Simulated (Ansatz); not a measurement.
# Bands of SnSe

```
Sn Se
1.0
     2.13533   -6.02403    0.00000
     2.13533    6.02403    0.00000
     0.00000    0.00000    4.25994
Sn Se
2 2
Direct
  0.12871 0.87129 0.75000
  0.87129 0.12871 0.25000
  0.35327 0.64673 0.75000
  0.64673 0.35327 0.25000
```

Atoms are numbered in the order listed.

Conventional cell: a = 4.271 Å, b = 12.048 Å, c = 4.260 Å, α = 90.00°, β = 90.00°, γ = 90.00°. Sn (atom 1) has 5 Se at 2.71 to 3.02 Å as nearest neighbours. Se (atom 3) is surrounded by 5 Sn at 2.71 to 3.02 Å.

Structure from Materials Project entry mp-2168 (possibly hypothetical), not relaxed further.

Spin–orbit coupling is left out, though it moves levels of the heavy atoms by tenths of an eV or more.

Computed with DFT, PBEsol, all-electron LAPW, scalar-relativistic (Ansatz 0.2.0).

The runs use a Γ-centred 6×6×6 k mesh, Fermi–Dirac smearing of 0.03 eV, basis error target 1 meV/atom, no spin polarisation.

Points in fractions of the reciprocal vectors of this cell: Γ (0, 0, 0), Y (-0.5, 0.5, 0), C0 (-0.281, 0.719, 0), Σ0 (0.281, 0.281, 0), Z (0, 0, 0.5), A0 (0.281, 0.281, 0.5), E0 (-0.281, 0.719, 0.5), T (-0.5, 0.5, 0.5). The path joins them by straight lines in the order Γ–Y–C0–Σ0–Γ–Z–A0–E0–T; legs that retrace an earlier one aren't tabulated. Energies are in eV from the top of the valence band.

Q: Is there a gap?

A: 0.18 eV (so small a gap may close at points that the mesh and path miss).

Q: List the levels between -20 and 6 eV at the symmetry points.

A: 
Γ: -13.78, -12.33, -6.18, -5.36, -4.96, -3.50, -3.21, -2.30, -1.78, -0.60, 3.36, 3.90, 3.93, 4.55, 4.70, 4.72, 5.31
Y: -13.57, -12.63, -7.11, -5.16, -3.53, -3.18, -2.32, -2.26, -1.82, -0.63, 0.18, 3.47, 3.51, 4.10, 4.25, 5.23, 5.88
C0: -12.85, -12.74, -8.07, -6.92, -3.15, -1.94, -1.92, -1.76, -1.16, -0.16, 0.85, 1.08, 1.54, 1.98, 2.53, 5.33
Σ0: -12.85, -12.74, -8.07, -6.92, -3.15, -1.94, -1.92, -1.76, -1.16, -0.16, 0.85, 1.08, 1.54, 1.98, 2.53, 5.33
Z: -12.81 (×2), -7.26 (×2), -3.45 (×2), -1.79 (×2), -0.38 (×2), 0.80 (×2), 1.50 (×2), 4.75 (×2)
A0: -12.49 (×2), -6.55 (×2), -5.13 (×2), -3.37 (×2), -1.91 (×2), 2.48 (×2), 4.63 (×2), 5.39 (×2)
E0: -12.49 (×2), -6.55 (×2), -5.13 (×2), -3.37 (×2), -1.91 (×2), 2.48 (×2), 4.63 (×2), 5.39 (×2)
T: -12.77 (×2), -7.73 (×2), -1.92 (×2), -1.78 (×2), -1.03 (×2), 1.41 (×2), 1.97 (×2), 2.46 (×2)
